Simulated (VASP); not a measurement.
# C (Fd-3m) in VASP: band structure with HSE06

Aim: the band structure of C with HSE06.

All numbers are computed with VASP 6.6.1; they aren't measurements. Logs are shortened: lines on timing, memory, paths and dates and some standing lists are left out, and cuts for length are marked.

### Step 1. Starting point

It takes space group Fd-3m (No. 227, cubic). The conventional cell has a = 3.573 Å, b = 3.573 Å, c = 3.573 Å, α = 90.00°, β = 90.00°, γ = 90.00°. C (site symmetry -43m) has 4 C at 1.55 Å as nearest neighbours.

This isn't the form of C at room conditions, which is graphite.

### Step 2. Band structure, HSE06

The input, POSCAR:

```
C                                       
1.0
    0.0000000000      1.7867104381      1.7867104381
    1.7867104381      0.0000000000      1.7867104381
    1.7867104381      1.7867104381      0.0000000000
  C             
     2
Direct
     0.0000000000000000    0.0000000000000000    0.0000000000000000
     0.2500000000000000    0.2500000000000000    0.2500000000000000
```

The input, INCAR.step1:

```
PREC = Accurate ; ENCUT = 520
EDIFF = 1E-5 ; ISMEAR = 0
SIGMA = 0.02 ; LREAL = F
LASPH = T ; NELM = 60
ALGO = Normal ; ISIF = 2
LWAVE = T ; LCHARG = F
NBANDS = 11 ; KPAR = 4
GGA = PE
```

The input, INCAR.step2:

```
PREC = Accurate ; ENCUT = 520
EDIFF = 1E-7 ; ISMEAR = 0
SIGMA = 0.02 ; LREAL = F
LASPH = T ; NELM = 60
ALGO = Normal ; ISIF = 2
LWAVE = F ; LCHARG = F
GGA = PE ; LHFCALC = T
HFSCREEN = 0.2 ; PRECFOCK = Fast
NBANDS = 11 ; KPAR = 4
ISTART = 1
```

The input, KPOINTS:

```
regular mesh
0
Gamma
  12 12 12
```

The input, KPOINTS_OPT:

```
path GXWKGLUWLK,UX
10
line-mode
reciprocal
 0.0000000000  0.0000000000  0.0000000000  G
 0.5000000000  0.0000000000  0.5000000000  X

 0.5000000000  0.0000000000  0.5000000000  X
 0.5000000000  0.2500000000  0.7500000000  W

 0.5000000000  0.2500000000  0.7500000000  W
 0.3750000000  0.3750000000  0.7500000000  K

 0.3750000000  0.3750000000  0.7500000000  K
 0.0000000000  0.0000000000  0.0000000000  G

 0.0000000000  0.0000000000  0.0000000000  G
 0.5000000000  0.5000000000  0.5000000000  L

 0.5000000000  0.5000000000  0.5000000000  L
 0.6250000000  0.2500000000  0.6250000000  U

 0.6250000000  0.2500000000  0.6250000000  U
 0.5000000000  0.2500000000  0.7500000000  W

 0.5000000000  0.2500000000  0.7500000000  W
 0.5000000000  0.5000000000  0.5000000000  L

 0.5000000000  0.5000000000  0.5000000000  L
 0.3750000000  0.3750000000  0.7500000000  K

 0.6250000000  0.2500000000  0.6250000000  U
 0.5000000000  0.0000000000  0.5000000000  X
```

Potentials or basis: VASP PAW PBE potentials, release 64 (C).

The run is started by

```bash
> cat potpaw_PBE.64/C/POTCAR > POTCAR
> cp INCAR.step1 INCAR
> mpirun -np 4 vasp_std > vasp.out
> cp INCAR.step2 INCAR
> mpirun -np 4 vasp_std > vasp.out
```

OUTCAR:

```text
PREC = Accurate
   ENCUT = 520
   EDIFF = 1E-7
   ISMEAR = 0
   LREAL = F
   LASPH = T
   NELM = 60
   ISIF = 2
   GGA = PE
   LHFCALC = T
   HFSCREEN = 0.2
   PRECFOCK = Fast
   ISTART = 1

 ion  position               nearest neighbor table
   1  0.000  0.000  0.000-   2 1.55   2 1.55   2 1.55   2 1.55
   2  0.250  0.250  0.250-   1 1.55   1 1.55   1 1.55   1 1.55

  LATTYP: Found a face centered cubic cell.
 ALAT       =     3.5734208762

  Lattice vectors:

 A1 = (   0.0000000000,   1.7867104381,   1.7867104381)
 A2 = (   1.7867104381,   0.0000000000,   1.7867104381)
 A3 = (   1.7867104381,   1.7867104381,   0.0000000000)

Analysis of symmetry for initial positions (statically):
=====================================================================
 Subroutine PRICEL returns:
 Original cell was already a primitive cell.

 Routine SETGRP: Setting up the symmetry group for a
 face centered cubic supercell.

 Subroutine GETGRP returns: Found 48 space group operations
 (whereof 24 operations were pure point group operations)
 out of a pool of 48 trial point group operations.

The static configuration has the point symmetry T_d .
 The point group associated with its full space group is O_h .

Analysis of symmetry for dynamics (positions and initial velocities):
=====================================================================
 Subroutine PRICEL returns:
 Original cell was already a primitive cell.

 Routine SETGRP: Setting up the symmetry group for a
 face centered cubic supercell.

 Subroutine GETGRP returns: Found 48 space group operations
 (whereof 24 operations were pure point group operations)
 out of a pool of 48 trial point group operations.

The dynamic configuration has the point symmetry T_d .
 The point group associated with its full space group is O_h .

 Subroutine INISYM returns: Found 48 space group operations
 (whereof 24 operations are pure point group operations),
 and found     1 'primitive' translations

----------------------------------------------------------------------------------------

                                     Primitive cell

  volume of cell :      11.4076

  direct lattice vectors                    reciprocal lattice vectors
     0.000000000  1.786710438  1.786710438    -0.279843890  0.279843890  0.279843890
     1.786710438  0.000000000  1.786710438     0.279843890 -0.279843890  0.279843890
     1.786710438  1.786710438  0.000000000     0.279843890  0.279843890 -0.279843890

  length of vectors
     2.526790134  2.526790134  2.526790134     0.484703836  0.484703836  0.484703836

  position of ions in fractional coordinates (direct lattice)
     0.000000000  0.000000000  0.000000000
     0.250000000  0.250000000  0.250000000

  ion indices of the primitive-cell ions
   primitive index   ion index
                 1           1
                 2           2

----------------------------------------------------------------------------------------

 KPOINTS: regular mesh

Automatic generation of k-mesh.
 Grid dimensions read from file:
 generate k-points for:   12   12   12

 Generating k-lattice:

  Cartesian coordinates                     Fractional coordinates (reciprocal lattice)
    -0.023320324  0.023320324  0.023320324     0.083333333  0.000000000  0.000000000
     0.023320324 -0.023320324  0.023320324     0.000000000  0.083333333  0.000000000
     0.023320324  0.023320324 -0.023320324     0.000000000  0.000000000  0.083333333

  Length of vectors
     0.040391986  0.040391986  0.040391986

  Shift w.r.t. Gamma in fractional coordinates (k-lattice)
     0.000000000  0.000000000  0.000000000

 Subroutine IBZKPT returns following result:
 ===========================================

 Found     72 irreducible k-points:

 Following reciprocal coordinates:
            Coordinates               Weight
  0.000000  0.000000  0.000000      1.000000
  0.083333  0.000000  0.000000      8.000000
  0.166667  0.000000  0.000000      8.000000
  0.250000  0.000000  0.000000      8.000000
  0.333333  0.000000  0.000000      8.000000
  0.416667  0.000000  0.000000      8.000000
[... 16 lines left out ...]
  0.500000  0.166667  0.000000     24.000000
 -0.416667  0.166667  0.000000     24.000000
 [... further k-points ...]
   k-points           NKPTS =     72   k-points in BZ     NKDIM =   1728   number of bands    NBANDS=     11
   number of dos      NEDOS =    301   number of ions     NIONS =      2
   total plane-waves  NPLWV =   8000
   dimension x,y,z NGX =    20 NGY =   20 NGZ =   20
   dimension x,y,z NGXF=    40 NGYF=   40 NGZF=   40
   ions per type =               2
   NGX,Y,Z   is equivalent  to a cutoff of  13.16, 13.16, 13.16 a.u.
   NGXF,Y,Z  is equivalent  to a cutoff of  26.32, 26.32, 26.32 a.u.
 SYSTEM =  unknown system
   PREC   = accura    normal or accurate (medium, high low for compatibility)
   ISTART =      1    job   : 0-new  1-cont  2-samecut
   ICHARG =      0    charge: 1-file 2-atom 10-const
   ISPIN  =      1    spin polarized calculation?
   LNONCOLLINEAR =      F non collinear calculations
   LSORBIT =      F    spin-orbit coupling
   LASPH  =      T    aspherical Exc in radial PAW
   ENCUT  =  520.0 eV  38.22 Ry    6.18 a.u.   4.70  4.70  4.70*2*pi/ulx,y,z
   NELM   =     60;   NELMIN=  2; NELMDL=  0     # of ELM steps
   EDIFF  = 0.1E-06   stopping-criterion for ELM
   LREAL  =      F    real-space projection
   EDIFFG = 0.1E-05   stopping-criterion for IOM
   NSW    =      0    number of steps for IOM
   IBRION =     -1    ionic relax: 0-MD 1-quasi-New 2-CG
   NFREE  =      0    steps in history (QN), initial steepest desc. (CG)
   ISIF   =      2    stress and relaxation
   ISYM   =      3    0-nonsym 1-usesym 2-fastsym
   POTIM  = 0.5000    time-step for ionic-motion
   TEBEG  =    0.0;   TEEND  =   0.0 temperature during run
   PSTRESS=    0.0 pullay stress
   NELECT =       8.0000    total number of electrons
   NUPDOWN=      -1.0000    fix difference up-down
   EMIN   =  10.00;   EMAX   =-10.00  energy-range for DOS
   EFERMI =   0.00;   METHOD = LEGACY
   ISMEAR =     0;   SIGMA  =   0.02  broadening in eV -4-tet -1-fermi 0-gaus
   EFERMI_NEDOS =   21; number of points for ismear=-14 and -15
   IALGO  =     38    algorithm
   IMIX   =      1    mixing-type and parameters
     AMIX     =   0.40;   BMIX     =  1.00
     AMIX_MAG =   1.60;   BMIX_MAG =  1.00
  volume/ion in A,a.u.               =       5.70        38.49
  Fermi-wavevector in a.u.,A,eV,Ry     =   1.454479  2.748566 28.783232  2.115508
  Thomas-Fermi vector in A             =   2.571625
   LORBIT       =      0    0 simple, 1 ext, 2 COOP (PROOUT), +10 PAW based schemes
   GGA     = PE    functional components
   LHFCALC =     T    Hartree Fock is set to
   PRECFOCK=fast      Normal, Fast or Accurate (Low or Medium for compatibility)
   ENCUT4O =  -1.0   cutoff for four orbital integrals eV
   NKREDX  =     1    reduce k-point grid by
   NKREDY  =     1    reduce k-point grid by
   NKREDZ  =     1    reduce k-point grid by
   AEXX    =    0.2500 exact exchange contribution
   HFSCREEN=    0.2000 screening length (either q_TF or 0.3 A-1)
   HFSCREENC=   0.2000 screening length for correlation (either q_TF or 0.3 A-1)
   ENCUTFOCK=  -1.0 apply spherical cutoff to Coloumb kernel
   IVDW    =     0    specifies the selected vdW correction
   LEPSILON=     F    determine dielectric tensor
   LRPA    =     F    only Hartree local field effects (RPA)
 non-spin polarized calculation
 Gauss-broadening in eV      SIGMA  =   0.02
  energy-cutoff  :      520.00
  volume of cell :       11.41
 maximum number of plane-waves:       331
  NGX = 12; NGY = 12; NGZ = 12

 number of electron       7.9999999 magnetization

 Free energy of the ion-electron system (eV)
  ---------------------------------------------------
  ext. energy  EPLUGINS =         0.00000000
  ---------------------------------------------------
  free energy    TOTEN  =       -21.08495839 eV

  energy without entropy =      -21.08495839  energy(sigma->0) =      -21.08495839

 E-fermi :   9.1051     XC(G=0): -10.7884

 val. band max:        9.0216862339   @ k =   0.0000   0.0000   0.0000
 cond. band min:      14.3419515109   @ k =   0.3333   0.3333   0.0000
 fundamental gap:      5.3202652770
 Fermi energy:         9.1050539810

 k-point     1 :       0.0000    0.0000    0.0000
  band No.  band energies     occupation
      1     -14.4419      2.00000
      2       9.0217      2.00000
      3       9.0217      2.00000
      4       9.0217      2.00000
      5      15.9958      0.00000
      6      15.9958      0.00000
      7      15.9958      0.00000
      8      24.1713      0.00000
      9      29.8118      0.00000
     10      37.2781      0.00000
     11      37.2781      0.00000

 k-point     2 :       0.0833    0.0000    0.0000
  band No.  band energies     occupation
      1     -14.2346      2.00000
      2       7.7158      2.00000
      3       8.6833      2.00000
      4       8.6833      2.00000
      5      16.4445      0.00000
      6      16.4445      0.00000
      7      16.7180      0.00000
      8      24.3564      0.00000
      9      30.1757      0.00000
     10      35.0698      0.00000
     11      35.0698      0.00000

 k-point     3 :       0.1667    0.0000    0.0000
  band No.  band energies     occupation
      1     -13.6151      2.00000
      2       4.9511      2.00000
      3       7.9308      2.00000
      4       7.9308      2.00000
      5      17.4340      0.00000
      6      17.4340      0.00000
      7      17.8413      0.00000
      8      24.8846      0.00000
      9      30.9403      0.00000
     10      33.4273      0.00000
     11      33.4273      0.00000
[... 267 lines left out ...]
 k-point    23 :       0.5000    0.1667    0.0000
  band No.  band energies     occupation
      1      -8.2505      2.00000
      2      -4.0929      2.00000
      3       3.5795      2.00000
      4       4.7159      2.00000
      5      17.4907      0.00000
      6      21.4901      0.00000
      7      21.9260      0.00000
      8      25.1888      0.00000
      9      31.0553      0.00000
     10      35.0564      0.00000
     11      37.5425      0.00000

 k-point    24 :      -0.4167    0.1667    0.0000
  band No.  band energies     occupation
      1      -7.8012      2.00000
      2      -4.6385      2.00000
      3       3.0547      2.00000
      4       5.1219      2.00000
      5      17.9506      0.00000
      6      20.9798      0.00000
      7      21.8816      0.00000
      8      26.5241      0.00000
      9      30.2728      0.00000
     10      34.9914      0.00000
     11      35.8045      0.00000

 [... further k-points ...]

------------------------ aborting loop because EDIFF is reached ----------------------------------------

  FORCE on cell =-STRESS in cart. coord.  units (eV):
  Direction    XX          YY          ZZ          XY          YZ          ZX
  --------------------------------------------------------------------------------------
  -------------------------------------------------------------------------------------
  Total       -0.6985135     -0.6985135     -0.6985135      0.0000000      0.0000000     -0.0000000
  in kB      -98.1053841    -98.1053841    -98.1053841      0.0000000      0.0000000     -0.0000000
  external PRESSURE =     -98.1053841 kB  Pullay stress =       0.0000000 kB

 VOLUME and BASIS-vectors are now :
 -----------------------------------------------------------------------------
  energy-cutoff  :      520.00
  volume of cell :       11.41
      direct lattice vectors                 reciprocal lattice vectors
     0.000000000  1.786710438  1.786710438    -0.279843890  0.279843890  0.279843890
     1.786710438  0.000000000  1.786710438     0.279843890 -0.279843890  0.279843890
     1.786710438  1.786710438  0.000000000     0.279843890  0.279843890 -0.279843890

 POSITION                                       TOTAL-FORCE (eV/Angst)
 -----------------------------------------------------------------------------------
      0.00000      0.00000      0.00000         0.000000      0.000000      0.000000
      0.89336      0.89336      0.89336        -0.000000     -0.000000     -0.000000
 -----------------------------------------------------------------------------------
    total drift:                               -0.000000     -0.000000      0.000000

  FREE ENERGIE OF THE ION-ELECTRON SYSTEM (eV)
  ---------------------------------------------------
  free  energy   TOTEN  =       -21.0849583911 eV

  energy  without entropy=      -21.0849583911  energy(sigma->0) =      -21.08495839
```

It took 15 min on 4 MPI ranks of Intel Xeon Platinum 8488C (Sapphire Rapids), shared host; peak memory 0.31 GiB.

Results:

| Quantity | Value |
| --- | --- |
| Free energy | -21.0850 eV |
| Pressure | -9.8 GPa |
| Band gap on the k mesh | 5.32 eV, indirect (least direct gap 6.97 eV) |
| Band gap along the path | 5.30 eV, indirect (least direct gap 6.97 eV) |

Levels at the corners of the path, in eV from the valence-band top:
```tsv
point	band 2	band 3	band 4	band 5	band 6	band 7
Γ	0.00	0.00	0.00	6.97	6.97	6.97
X	-14.04	-6.84	-6.84	5.92	5.92	19.15
X	-14.04	-6.84	-6.84	5.92	5.92	19.15
W	-13.21	-8.99	-8.99	12.16	12.16	14.20
W	-13.21	-8.99	-8.99	12.16	12.16	14.20
K	-12.90	-10.07	-5.83	6.90	12.35	16.49
K	-12.90	-10.07	-5.83	6.90	12.35	16.49
Γ	0.00	0.00	0.00	6.97	6.97	6.97
Γ	0.00	0.00	0.00	6.97	6.97	6.97
L	-14.56	-3.05	-3.05	10.02	10.02	10.28
L	-14.56	-3.05	-3.05	10.02	10.02	10.28
U	-12.90	-10.07	-5.83	6.90	12.35	16.49
U	-12.90	-10.07	-5.83	6.90	12.35	16.49
W	-13.21	-8.99	-8.99	12.16	12.16	14.20
W	-13.21	-8.99	-8.99	12.16	12.16	14.20
L	-14.56	-3.05	-3.05	10.02	10.02	10.28
L	-14.56	-3.05	-3.05	10.02	10.02	10.28
K	-12.90	-10.07	-5.83	6.90	12.35	16.49
U	-12.90	-10.07	-5.83	6.90	12.35	16.49
X	-14.04	-6.84	-6.84	5.92	5.92	19.15
```

Caveat: the PAW data sets were made with another functional, which shifts forces and pressure a little.
